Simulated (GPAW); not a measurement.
# SiC (Moissanite) (P6_3mc) in GPAW: a series of runs

Aim: see how the results for SiC (Moissanite) move with the level of theory and the settings. Levels: PW91, LDA, AM05. Tasks: band structure, G0W0 quasiparticle levels.

Everything below comes from runs of GPAW 26.7.0. Logs are shortened: lines on timing, memory, paths and dates and some standing lists are left out, and cuts for length are marked. The log counts tension as positive stress, the text compression.

## 1. The crystal as given

It takes space group P6_3mc (No. 186, hexagonal). Conventional cell: a = 3.076 Å, b = 3.076 Å, c = 5.048 Å, α = 90.00°, β = 90.00°, γ = 120.00°. Around Si (site symmetry 3m) lie 4 C at 1.87 to 1.94 Å. Around C (site symmetry 3m) lie 4 Si at 1.87 to 1.94 Å.

## 2. Band structure, PW91

The input, run.py:

```python
from ase.dft.bandgap import bandgap
from ase.io import read, write
from ase.units import GPa
from gpaw import GPAW, PW, setup_paths

setup_paths.insert(0, '.')

atoms = read('SiC.cif')

calc = GPAW(mode=PW(800),
            xc='GGA_X_PW91+GGA_C_PW91',
            kpts={'size': (7, 7, 4), 'gamma': True},
            occupations={'name': 'fermi-dirac', 'width': 0.05},
            nbands=18,
            convergence={'density': 1e-05, 'energy': 1e-05},
            maxiter=150,
            txt='gpaw.txt')
atoms.calc = calc
energy = atoms.get_potential_energy()
forces = atoms.get_forces()
stress = atoms.get_stress()
calc.write('gs.gpw')
write('result.traj', atoms)
print(f'Energy: {energy:.6f} eV')
print('Forces (eV/A):')
print(forces.round(4))
print('Stress (GPa):', (stress / GPa).round(3))
print('Fermi level:', round(calc.get_fermi_level(), 4), 'eV')
print(f'Gap: {bandgap(calc)[0]:.4f} eV, direct: {bandgap(calc, direct=True)[0]:.4f} eV')

path = atoms.cell.bandpath('GMKGALHA,LM,KH', npoints=60, eps=1e-4)
bs_calc = calc.fixed_density(kpts=path, symmetry='off', nbands=29,
                             convergence={'bands': 'CBM+6.0', 'eigenstates': 1e-6}, txt='bands.txt')
bs = bs_calc.band_structure()
bs.write('bs.json')
print(f'Gap on the path: {bandgap(bs_calc)[0]:.4f} eV')
```

The input, SiC.cif:

```cif
data_SiC
_cell_length_a 3.07600000
_cell_length_b 3.07600000
_cell_length_c 5.04800000
_cell_angle_alpha 90.00000000
_cell_angle_beta 90.00000000
_cell_angle_gamma 120.00000000
_space_group_name_H-M_alt 'P1'
_space_group_name_Hall 'P 1'
_space_group_IT_number 1
loop_
_space_group_symop_operation_xyz
'x,y,z'
loop_
_atom_site_label
_atom_site_type_symbol
_atom_site_symmetry_multiplicity
_atom_site_Wyckoff_symbol
_atom_site_fract_x
_atom_site_fract_y
_atom_site_fract_z
_atom_site_occupancy
Si1 Si 1 a 0.6666666667 0.3333333333 0.5000000000 1
Si2 Si 1 a 0.3333333333 0.6666666667 0.0000000000 1
C1 C 1 a 0.6666666667 0.3333333333 0.8850000000 1
C2 C 1 a 0.3333333333 0.6666666667 0.3850000000 1
```

Potentials or basis: PAW data sets generated in the run's folder for this functional, pw.

The run is started by

```
gpaw-setup -f GGA_X_PW91+GGA_C_PW91 C Si
OMP_NUM_THREADS=1 python run.py
```

gpaw.txt:

```text
__  _  _
 | _ |_)|_||  |
 |__||  | ||/\| - 26.7.0

Input parameters:
  mode=PW(ecut=800.0),
  convergence={'density': 1e-05, 'energy': 1e-05},
  kpts=MonkhorstPack(size=(7, 7, 4), gamma=True),
  maxiter=150,
  nbands=18,
  occupations=Occupations(name='fermi-dirac', width=0.05),
  xc=XC(name='GGA_X_PW91+GGA_C_PW91')

Diagonalizing LCAO Hamiltonian
Converting LCAO to pw mode

           C

           Si
        C

        Si

Atoms  # Å, Bohr magnetons
|   | symbol |         x |        y |        z |    initial magnetic moments |
|---|--------|-----------|----------|----------|-----------------------------|
| 0 |     Si |  1.538000 | 0.887965 | 2.524000 | ( 0.0000,  0.0000,  0.0000) |
| 1 |     Si | -0.000000 | 1.775929 | 0.000000 | ( 0.0000,  0.0000,  0.0000) |
| 2 |      C |  1.538000 | 0.887965 | 4.467480 | ( 0.0000,  0.0000,  0.0000) |
| 3 |      C | -0.000000 | 1.775929 | 1.943480 | ( 0.0000,  0.0000,  0.0000) |

Unit cell  # Å
| periodic |         x |        y |        z |  lengths |     angles |
|----------|-----------|----------|----------|----------|------------|
|      yes |  3.076000 | 0.000000 | 0.000000 | 3.076000 |  90.000000 |
|      yes | -1.538000 | 2.663894 | 0.000000 | 3.076000 |  90.000000 |
|      yes |  0.000000 | 0.000000 | 5.048000 | 5.048000 | 120.000000 |

Number of symmetries: 6
Symmetry operations  # r_c * U_cc + t_c -> r_c
|   | kind |            matrix            |
|---|------|------------------------------|
| 0 |  σ   |  1, 1, 0,  0,-1, 0,  0, 0, 1 |
| 1 |  E   |  1, 0, 0,  0, 1, 0,  0, 0, 1 |
| 2 |  C3  |  0, 1, 0, -1,-1, 0,  0, 0, 1 |
| 3 |  σ   |  0,-1, 0, -1, 0, 0,  0, 0, 1 |
| 4 |  σ   | -1, 0, 0,  1, 1, 0,  0, 0, 1 |
| 5 |  C3  | -1,-1, 0,  1, 0, 0,  0, 0, 1 |

BZ-sampling:
  Number of BZ points: 196
  Number of IBZ points: 28

  Monkhorst-Pack size: [7, 7, 4]
  Monkhorst-Pack shift: [0.0, 0.0, 0.125]

K-points  # in reciprocal-cell coordinates
|     |                                coordinates |     weight |
|-----|--------------------------------------------|------------|
|   0 | (  0.00000000,   0.00000000,   0.00000000) | 0.00510204 |
|   1 | (  0.00000000,   0.00000000,   0.25000000) | 0.01020408 |
|   2 | (  0.00000000,   0.00000000,   0.50000000) | 0.00510204 |
|   3 | (  0.14285714,   0.00000000,  -0.25000000) | 0.03061224 |
|   4 | (  0.14285714,   0.00000000,   0.00000000) | 0.03061224 |
|   5 | (  0.14285714,   0.00000000,   0.25000000) | 0.03061224 |
|   6 | (  0.14285714,   0.00000000,   0.50000000) | 0.03061224 |
|   7 | (  0.28571429,  -0.14285714,   0.00000000) | 0.03061224 |
|   8 | (  0.28571429,  -0.14285714,   0.25000000) | 0.06122449 |
|   9 | (  0.28571429,  -0.14285714,   0.50000000) | 0.03061224 |
| ... |                                            |            |
|  27 | (  0.42857143,   0.42857143,   0.50000000) | 0.03061224 |

Plane wave coefficients: 2140
Cutoff: 800.0 eV

Spin-components: 1 (collinear spins)
Bands:           18
Projectors:      20
Spin-degeneracy: 2
Datatype:        complex128

Parallelization:
  kpt:    1
  domain: 1
  band:   1

Density:
  Valence electrons: 16.0
  Components: 1
  Grid points: [21 21 35]
  Charge: 0.0  # |e|

Potential:
  Grid points: [21 21 35]

species:
  Si:
    name:    Silicon
    Z:       14.0
    valence: 4
    core:    10
    charge:  0.0  # [|e|]
    compensation charges:
      type: gauss
      rc: 0.33  # [Å]
      lmax: 2
    cutoffs:
      filter: 1.86  # [Å]
      core: 2.06  # [Å]
    projectors
    | kind |    occ | energy [eV] | rcut [Å] |
    |------|--------|-------------|----------|
    |   3s |  2.000 |     -10.857 |    1.058 |
    |   3p |  2.000 |      -4.116 |    1.058 |
    |    s |        |      16.355 |    1.058 |
    |    p |        |      23.095 |    1.058 |
    |    d |        |       0.000 |    1.058 |

    Using partial waves for Si as LCAO basis

  C:
    name:    Carbon
    Z:       6.0
    valence: 4
    core:    2
    charge:  0.0  # [|e|]
    compensation charges:
      type: gauss
      rc: 0.20  # [Å]
      lmax: 2
    cutoffs:
      filter: 1.14  # [Å]
      core: 1.14  # [Å]
    projectors
    | kind |    occ | energy [eV] | rcut [Å] |
    |------|--------|-------------|----------|
    |   2s |  2.000 |     -13.797 |    0.635 |
    |   2p |  2.000 |      -5.342 |    0.635 |
    |    s |        |      13.415 |    0.635 |
    |    p |        |      21.869 |    0.635 |
    |    d |        |       0.000 |    0.635 |

    Using partial waves for C as LCAO basis

Reference energy: -17836.884318  # eV

eigensolver:
  PPCG
  Converge bands: occupied
  niter=2

density mixing:
  MSR1-Mixer
  Pratt-step length: 0.05
  Maximum mixing coefficient: 0.75
  Old densities: 10
  SVD Regularization: 0.005
  Good broyden scale: 1.0
  Trust region scale: 1.0
  Backstep threshold: 4.0
  History deletion threshold: 6.0
  Fourier metric: weight=20.0, sigma=0.015

occupation numbers:
  Fermi-Dirac:
    width: 0.0500  # eV

poisson solver:
  ecut: 6400.0  # eV

xc functional:
  name: GGA_X_PW91+GGA_C_PW91 with 2 nearest neighbor stencil

convergence criteria:
- Maximum integral of absolute [dens]ity change: 1e-05 electrons / valence electron
- Maximum [total energy] change in last 3 cyles: 1e-05 eV / valence electron
- Maximum integral of absolute [eigenst]ate change: 4e-08 eV^2 / valence electron
maximum number of iterations: 150

SCF iterations
|iter     | |      energy | eigst |  dens |
|---------|-|-------------|-------|-------|
|iter:   1| |  -33.340468 | -0.12 |       |
|iter:   2| |  -32.571624 | -2.14 | -0.56 |
|iter:   3| |  -29.988255 | -0.70 | -0.60 |
|iter:   4| |  -29.994311 | -2.81 | -1.31 |
|iter:   5| |  -29.999168 | -3.49 | -1.68 |
|iter:   6| |  -29.999261 | -5.31 | -2.67 |
|iter:   7| |  -29.999266c| -6.58 | -3.30 |
|iter:   8| |  -29.999266c| -8.04c| -4.17 |
|iter:   9| |  -29.999265c| -7.77c| -4.58 |
|iter:  10| |  -29.999265c| -8.66c| -5.31c|

Converged in 10 steps
Energy contributions relative to reference atoms: (reference = -17836.884318)

Energy contributions:
  Kinetic:          32.327156
  Coulomb:         -27.056517
  Zero:             -0.023619
  External:          0.000000
  Xc:              -35.246286
  Entropy:          -0.000000
  Spinorbit:         0.000000
  ----------------------------
  Free energy:     -29.999265
  Extrapolated:    -29.999265

dipole moment: (-0.000000, -0.000003, -8.960636)  # |e|*Ang

Fermi level: 10.063
Eigenvalues  # (at kpt = [0.000, 0.000, 0.000])
| band index |      eig [eV] | occ [0-2] |
|------------|---------------|-----------|
|          0 |        -7.207 |     2.000 |
|          1 |        -3.710 |     2.000 |
|          2 |        -0.174 |     2.000 |
|          3 |         6.948 |     2.000 |
|          4 |         6.948 |     2.000 |
|          5 |         8.227 |     2.000 |
[... 8 lines left out ...]
|         14 |        17.211 |     0.000 |
|         15 |        19.872 |     0.000 |
|        ... |               |           |
|         17 |        19.918 |     0.000 |

Gap: 2.663 eV
Transition (v -> c):
  (s=0, k=0, n=7, [0.00, 0.00, 0.00]) -> (s=0, k=22, n=8, [0.43, 0.29, 0.00])
Direct/indirect transitions are different
Direct gap: 4.155 eV
Transition at: (s=0, k=19, n=7, [0.43, 0.00, 0.00])

Forces  # eV/Ang
|        x |        y |        z |
|----------|----------|----------|
|  0.00000 |  0.00000 |  0.76506 |  # Si   0
| -0.00000 |  0.00000 |  0.76505 |  # Si   1
|  0.00000 |  0.00000 | -0.76333 |  # C    2
| -0.00000 | -0.00000 | -0.76327 |  # C    3

Stress tensor  # eV/Ang^3
|         x |         y |         z |
|-----------|-----------|-----------|
| -0.038245 |  0.000000 |  0.000000 |
|  0.000000 | -0.038245 | -0.000000 |
|  0.000000 | -0.000000 | -0.007558 |

# Writing to gs.gpw (mode='')
```

Run time: 45 s. Hardware: 1 thread of Arm Neoverse V2, shared host; peak memory 0.29 GiB.

Results:

```
Free energy             : -29.9993 eV
Pressure                : 4.5 GPa
Largest force           : 0.765 eV/Å
Band gap along the path : 2.35 eV, indirect (least direct gap 4.10 eV)
```

Forces on the atoms (eV/Å):
```
Si   0.000  0.000  0.765
Si   0.000  0.000  0.765
C    0.000  0.000 -0.763
C    0.000  0.000 -0.763
```

Levels at the corners of the path, in eV from the valence-band top:
| point | band 4 | band 5 | band 6 | band 7 | band 8 | band 9 | band 10 | band 11 | band 12 | band 13 |
| --- | --- | --- | --- | --- | --- | --- | --- | --- | --- | --- |
| Γ | -1.56 | -1.56 | -0.28 | -0.28 | 0.00 | 4.64 | 6.06 | 6.51 | 6.51 | 7.56 |
| M | -6.55 | -5.42 | -3.54 | -3.25 | -1.49 | 2.61 | 4.21 | 6.76 | 7.22 | 9.71 |
| K | -6.50 | -6.50 | -4.11 | -4.03 | -4.03 | 2.35 | 7.98 | 8.66 | 8.66 | 9.40 |
| Γ | -1.56 | -1.56 | -0.28 | -0.28 | 0.00 | 4.64 | 6.06 | 6.51 | 6.51 | 7.56 |
| A | -4.45 | -0.97 | -0.97 | -0.97 | -0.97 | 5.72 | 5.72 | 7.18 | 7.18 | 7.18 |
| L | -8.44 | -2.69 | -2.69 | -2.34 | -2.34 | 3.19 | 3.19 | 5.01 | 5.01 | 10.40 |
| H | -7.93 | -5.85 | -5.85 | -1.75 | -1.75 | 4.84 | 4.84 | 5.99 | 5.99 | 10.25 |
| A | -4.45 | -0.97 | -0.97 | -0.97 | -0.97 | 5.72 | 5.72 | 7.18 | 7.18 | 7.18 |
| L | -8.44 | -2.69 | -2.69 | -2.34 | -2.34 | 3.19 | 3.19 | 5.01 | 5.01 | 10.40 |
| M | -6.55 | -5.42 | -3.54 | -3.25 | -1.49 | 2.61 | 4.21 | 6.76 | 7.22 | 9.71 |
| K | -6.50 | -6.50 | -4.11 | -4.03 | -4.03 | 2.35 | 7.98 | 8.66 | 8.66 | 9.40 |
| H | -7.93 | -5.85 | -5.85 | -1.75 | -1.75 | 4.84 | 4.84 | 5.99 | 5.99 | 10.25 |

(Continued in part 2 of 2.)
